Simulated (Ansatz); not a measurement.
**Al₃Cu₂: hydrostatic pressure series**

Theory: Ansatz 0.2.0, DFT PBEsol, scalar-relativistic, plane waves, PAW. Settings: 420 eV cutoff, 12×12×8 k-mesh, Gaussian smearing of 0.10 eV, no spin polarisation.

Starting point, cell and atoms relaxed:

```
CELL_PARAMETERS angstrom
4.09859 0.00000 0.00000
-2.04929 3.54948 0.00000
0.00000 0.00000 4.98210
ATOMIC_POSITIONS crystal
Al 0.00000 0.00000 0.00000
Al 0.33333 0.66667 0.35151
Al 0.66667 0.33333 0.64849
Cu 0.33333 0.66667 0.84229
Cu 0.66667 0.33333 0.15771
```

Cell and atoms are relaxed at each pressure within the symmetry of the start, at zero temperature, so transitions that lower the symmetry aren't seen. The k-mesh given is that at zero pressure and may differ at others. a, b and c are the lengths of the cell vectors above. ΔH is E + PV over the energy at zero pressure.

```csv
P (GPa),V (Å³/atom),V/V0,a (Å),b (Å),c (Å),ΔH (eV/atom)
-1,14.63,1.009,4.111,4.111,4.996,-0.091
0,14.50,1.000,4.099,4.099,4.982,0.000
1,?,?,?,?,?,?
4,14.02,0.967,4.053,4.053,4.929,0.356
12,13.29,0.917,3.980,3.980,4.845,1.037
25,12.42,0.856,3.889,3.889,4.739,2.078
50,?,?,?,?,?,?
90,10.12,0.698,3.629,3.629,4.439,6.579
```

What stands in the row for 1 GPa?

V 14.36 Å³/atom; V/V0 0.991; a 4.086 Å; b 4.086 Å; c 4.967 Å; ΔH 0.090 eV/atom.

What stands in the row for 50 GPa?

V 11.28 Å³/atom; V/V0 0.778; a 3.764 Å; b 3.764 Å; c 4.595 Å; ΔH 3.919 eV/atom.